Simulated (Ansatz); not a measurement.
# ZrO2 at 22 GPa (stress–strain coefficients): relaxed-ion elastic tensor

Method: DFT PBE, scalar-relativistic, plane waves, PAW (Ansatz 0.2.0). Settings: 420 eV plane-wave cutoff, Γ-centred 8×8×8 mesh, fixed occupations. No spin polarisation.

The cell, relaxed at 22 GPa:
```
Zr O
1.0
     0.00000    2.49159    2.49159
     2.49159    0.00000    2.49159
     2.49159    2.49159    0.00000
Zr O
1 2
Direct
  0.00000 0.00000 0.00000
  0.25000 0.25000 0.25000
  0.75000 0.75000 0.75000
```

Other phases may be more stable at this pressure.

**Question.** Give the relaxed-ion elastic constants (GPa, Voigt order xx yy zz yz xz xy, on the axes of the cell above).

**Answer.**
C11 = 639.8, C12 = 167.8, C13 = 167.8, C22 = 639.8, C23 = 167.8, C33 = 639.8, C44 = 76.9, C55 = 76.9, C66 = 76.9 GPa; the others vanish.

**Question.** Is the crystal stable against homogeneous strain?

**Answer.** Yes: the least eigenvalue of the tensor is 76.9 GPa.

**Question.** And the moduli of a polycrystal (Hill averages)?

**Answer.** B = 325 GPa, G = 123 GPa, E = 327 GPa, ν = 0.33.

This fluorite-type form isn't the usual stable structure of the compound at low pressure.

Cost: 1 run of about 0.19 core-minutes, on Intel Xeon 6975P-C (Granite Rapids) (shared hosts).